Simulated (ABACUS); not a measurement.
# TiAl under changes of volume

One of the cells (16.065 Å³/atom); the others are scaled copies at fixed shape and fractional positions:

```xyz
2
Lattice="3.1791 0.0000 0.0000 0.0000 3.1791 0.0000 0.0000 0.0000 3.1791" Properties=species:S:1:pos:R:3 pbc="T T T"
Ti    0.0000    0.0000    0.0000
Al    1.5895    1.5895    1.5895
```

The cell comes from a database or a generator and needn't be the stable form of this composition.

* Program: ABACUS 3.10.1
* Functional: PBE
* Potentials or basis: PseudoDojo NC SR 0.4.1 PBE standard
* Cutoff: 1143 eV
* Density cutoff: 4572 eV
* Basis: plane waves
* k mesh: 8 × 8 × 8
* Occupations: fermi-dirac, width 0.05 eV
* Spin: no spin polarisation

| volume (Å³/atom) | energy over the lowest point (meV/atom) | pressure (GPa) |
| --- | --- | --- |
| 15.101 | 27.19 | 8.8 |
| 15.422 | ? | ? |
| 15.743 | 3.81 | 3.2 |
| 16.065 | 0.00 | 0.8 |
| 16.386 | 0.78 | -1.4 |
| 16.707 | 5.73 | -3.4 |
| 17.028 | 14.45 | -5.2 |

**Question.** What does the run at 15.422 Å³/atom give?

**Answer.** Energy over the lowest point 12.70 meV/atom; pressure 5.9 GPa.

Worked out: A Birch-Murnaghan fit of order 3 (a polynomial in V^(-2/3)) to the other rows has its minimum at 16.17 Å³/atom with B0 = V·E''(V) = 112 GPa and B' = 4.0. It gives 12.70 meV/atom at 15.422 Å³/atom, against the run's 12.70, and -dE/dV = 5.8 GPa, against 5.9.

Energies are extrapolated to zero smearing.
